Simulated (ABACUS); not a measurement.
# Re (P6_3/mmc) in ABACUS: reference runs, part 2 of 2

ABACUS 3.10.1.

### 3 Single point, PBE (atoms moved at random, drawn with an rms of 0.05 Å)

File INPUT:

```
INPUT_PARAMETERS
suffix              Re
calculation         scf
basis_type          pw
pseudo_dir          ./
symmetry            1
dft_functional      pbe
ecutwfc             73
pseudo_rcut         10
nspin               1
nbands              19
ks_solver           dav
smearing_method     fd
smearing_sigma      0.00367493
scf_thr             1e-08
scf_nmax            100
mixing_type         broyden
mixing_beta         0.7
cal_force           1
cal_stress          1
kpar                4
```

File STRU:

```
ATOMIC_SPECIES
Re 186.2070 Re.upf

LATTICE_CONSTANT
1.8897261246

LATTICE_VECTORS
2.7608000000 0.0000000000 0.0000000000
-1.3804000000 2.3909229348 0.0000000000
0.0000000000 0.0000000000 4.4582000000

ATOMIC_POSITIONS
Direct

Re
0.0
2
0.6651910000 0.3157920000 0.7640740000 1 1 1
0.3298360000 0.6656080000 0.2440940000 1 1 1
```

File KPT:

```
K_POINTS
0
Gamma
11 11 6 0 0 0
```

Potentials or basis: PseudoDojo NC SR 0.4.1 PBE standard, plane waves.

Launch:

```console
$ OMP_NUM_THREADS=1 mpirun -np 4 abacus > log
```

running log:

```text
ABACUS v3.10.1

               Atomic-orbital Based Ab-initio Computation at UStc

 ------------------------------------------------------------------------------------

 READING GENERAL INFORMATION
                           global_out_dir = OUT.Re/
                           global_in_card = INPUT
                               pseudo_dir = ./
                              orbital_dir =
                                    DSIZE = 4
                                    GSIZE = 1

 READING UNITCELL INFORMATION
                                    ntype = 1
                  lattice constant (Bohr) = 1.88973
              lattice constant (Angstrom) = 1

 READING ATOM TYPE 1
                               atom label = Re
                      L=0, number of zeta = 1
                      L=1, number of zeta = 1
                      L=2, number of zeta = 1
             number of atom for this type = 2

                        TOTAL ATOM NUMBER = 2
DIRECT COORDINATES
    atom                   x                   y                   z     mag                  vx                  vy                  vz
taud_Re1            0.6651910000        0.3157920000        0.7640740000  0.0000        0.0000000000        0.0000000000        0.0000000000
taud_Re2            0.3298360000        0.6656080000        0.2440940000  0.0000        0.0000000000        0.0000000000        0.0000000000

                          Volume (Bohr^3) = 198.59
                             Volume (A^3) = 29.4279

 Lattice vectors: (Cartesian coordinate: in unit of a_0)
              +2.7608                  +0                  +0
              -1.3804            +2.39092                  +0
                   +0                  +0             +4.4582
 Reciprocal vectors: (Cartesian coordinate: in unit of 2 pi/a_0)
            +0.362214           +0.209124                  -0
                   -0           +0.418249                  -0
                   +0                  -0           +0.224306
 The esolver type has been set to : ksdft_pw

                PAO radial cut off (Bohr) = 10
[... 198 lines left out ...]

 -------------------------------------------
 SELF-CONSISTENT
 -------------------------------------------
                                 init_chg = atomic

 PW ALGORITHM --------------- ION=   1  ELEC=   1--------------------------------
 Notice: Threshold on eigenvalues was too large.
 hsover_error=0.3 > DRHO=0.0753183
 Origin diag ethr = 0.01
 New diag ethr = 0.000251061

 Density error is 0.0759601070581
                          Error Threshold = 0.000251060996768
----------------------------------------------------------
     Energy           Rydberg                 eV
----------------------------------------------------------
 E_KohnSham     -347.1575823219      -4723.3212234817
 E_Harris       -349.4310276267      -4754.2530337186
 E_Fermi        1.8038651119         24.5428439459
----------------------------------------------------------
[... 63 lines left out ...]
 Density error is 1.96242421049e-09
                          Error Threshold = 2.26005358254e-10
----------------------------------------------------------
     Energy           Rydberg                 eV
----------------------------------------------------------
 E_KohnSham     -347.1736614232      -4723.5399908780
 E_KS(sigma->0) -347.1732276459      -4723.5340890350
 E_Harris       -347.1737528716      -4723.5412350975
 E_band         -10.2047558488       -138.8428262422
 E_one_elec     -35.8747797639       -488.1014192844
 E_Hartree      38.2858178377        520.9052751822
 E_xc           -69.2925154224       -942.7730384980
 E_Ewald        -280.2913165199      -3813.5590045917
 E_entropy(-TS) -0.0008675546        -0.0118036861
 E_descf        0.0000000000         0.0000000000
 E_exx          0.0000000000         0.0000000000
 E_Fermi        1.7758658689         24.1618947009
----------------------------------------------------------

 charge density convergence is achieved
 final etot is -4723.5399909 eV
 EFERMI = 24.161894701 eV

 STATE ENERGY(eV) AND OCCUPATIONS    NSPIN == 1
 1/91 kpoint (Cartesian) = 0.0000 0.0000 0.0000 (2069 pws)
       1       -55.7191     0.00275482
       2       -55.5893     0.00275482
       3       -18.1898     0.00275482
       4       -17.1446     0.00275482
       5       -17.1267     0.00275482
       6       -16.9660     0.00275482
[... 104 lines left out ...]
       6       -17.4043     0.00550964
[... 11 lines left out ...]
      18        28.6259    9.26747e-42
      19        29.2823    1.84596e-47

[... levels at 85 further k points ...]

------------------------------------------------------------------------------------------
 TOTAL-FORCE (eV/Angstrom)
------------------------------------------------------------------------------------------
                       Re1        -0.1557712018         0.2127534209        -0.4834837061
                       Re2         0.1557712018        -0.2127534209         0.4834837061
------------------------------------------------------------------------------------------

----------------------------------------------------------------
 TOTAL-STRESS (KBAR)
----------------------------------------------------------------
        58.1433736020         7.3898290980         6.1331787679
         7.3898290980        77.3531338331        -8.8896328005
         6.1331787679        -8.8896328005        81.8527890556
----------------------------------------------------------------
 TOTAL-PRESSURE: 72.449765 KBAR

 --------------------------------------------
 !FINAL_ETOT_IS -4723.5399908780136684 eV
 --------------------------------------------
```

It took 96 s on 4 MPI ranks of Intel Xeon Platinum 8259CL at 2.50GHz (Skylake/Cascade Lake), shared host; peak memory 0.52 GiB.

Results:

```yaml
Free_energy: -4723.5400 eV
Pressure: 7.2 GPa
Largest_force: 0.551 eV/Å
Band_gap_on_the_k_mesh: none (metal or under the smearing width)
```

Forces in eV/Å, atoms in the order of the input:
```
Re  -0.156  0.213 -0.483
Re   0.156 -0.213  0.483
```

Levels at points of the mesh, in eV from the Fermi level:
| k point | band 11 | band 12 | band 13 | band 14 | band 15 | band 16 | band 17 | band 18 |
| --- | --- | --- | --- | --- | --- | --- | --- | --- |
| (0.00, 0.00, 0.00) | -1.64 | -1.61 | -1.56 | -0.85 | -0.77 | 0.13 | 0.43 | 0.69 |
| (0.00, 0.00, 0.50) | -2.81 | -1.90 | -1.78 | -1.73 | -1.72 | -1.65 | 2.27 | 2.46 |

The run has no spin-orbit coupling, so splittings on Re are missing.
